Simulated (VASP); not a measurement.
Set up this calculation in VASP 6.6.1, as the native input.

```yaml
Task: relaxation of cell and atoms
Functional: PBE
Dispersion: D3(BJ)
Potentials_or_basis: VASP PAW PBE potentials, release 64 (Cu)
Cutoff: 600 eV
k_mesh: 11 × 11 × 11
Occupations: fermi-dirac, width 0.05 eV
Spin: no spin polarisation
Further_INCAR_settings: ALGO = Fast; EDIFF = 1e-06; IBRION = 2; EDIFFG = -0.01; NSW = 40; ISIF = 3
```

The structure of Cu lies in POSCAR:

```
Cu
1.0
    1.2184636900     -3.9763780104      0.0000000000
    1.2184636900      3.9763780104      0.0000000000
    0.0000000000      0.0000000000      2.4754955235
Cu
2
Direct
    0.8661333500      0.1338666500      0.7500000000
    0.1338666500      0.8661333500      0.2500000000
```

This isn't the form of Cu at room conditions, which is fcc.

The input as run:

INCAR

```
SYSTEM = Cu
PREC     = Accurate       ! precision mode
ENCUT    = 600            ! plane-wave cutoff, eV
EDIFF    = 1E-6           ! SCF threshold, eV
ISMEAR   = -1             ! smearing method
SIGMA    = 0.05           ! smearing width, eV
LREAL    = .FALSE.        ! projectors in reciprocal space
LASPH    = .TRUE.         ! aspherical terms in the spheres
NELM     = 60             ! most SCF steps
ALGO     = Fast           ! electronic algorithm
ISIF     = 3              ! what is computed and relaxed
LWAVE    = .FALSE.        ! write WAVECAR
LCHARG   = .FALSE.        ! write CHGCAR
GGA      = PE             ! functional
IVDW     = 12             ! dispersion correction
IBRION   = 2              ! ionic algorithm
NSW      = 40             ! ionic steps
EDIFFG   = -0.01          ! ionic threshold
```

KPOINTS

```
Automatic mesh
0
G
  11 11 11
  0 0 0
```

Potentials or basis: VASP PAW PBE potentials, release 64 (Cu).

Run with:

```bash
$ cat potpaw_PBE.64/Cu/POTCAR > POTCAR
$ mpirun -np 1 vasp_std > vasp.out
```

Results of the run:

```json
{
  "Relaxed volume": "11.93 Å³/atom",
  "Relaxed cell": "a = 4.140 Å, b = 4.140 Å, c = 2.479 Å, α = 90.00°, β = 90.00°, γ = 145.84°",
  "Space group after relaxing (to 0.05 Å)": "Cmcm (No. 63)",
  "Energy gained by relaxing": "0.4 meV/atom",
  "Ionic steps": "18",
  "Pressure after relaxing": "0.1 GPa",
  "Band gap on the k mesh": "none (metal or under the smearing width)",
  "Dispersion energy per atom": "-0.577 eV"
}
```

Caveat: pairwise dispersion overbinds metals, which lowers pressure and volume.

Run time: 7.7 min on 1 thread of Intel(R) Xeon(R) Platinum 8559C (Emerald Rapids), with other jobs on the host, peak memory 0.24 GiB.
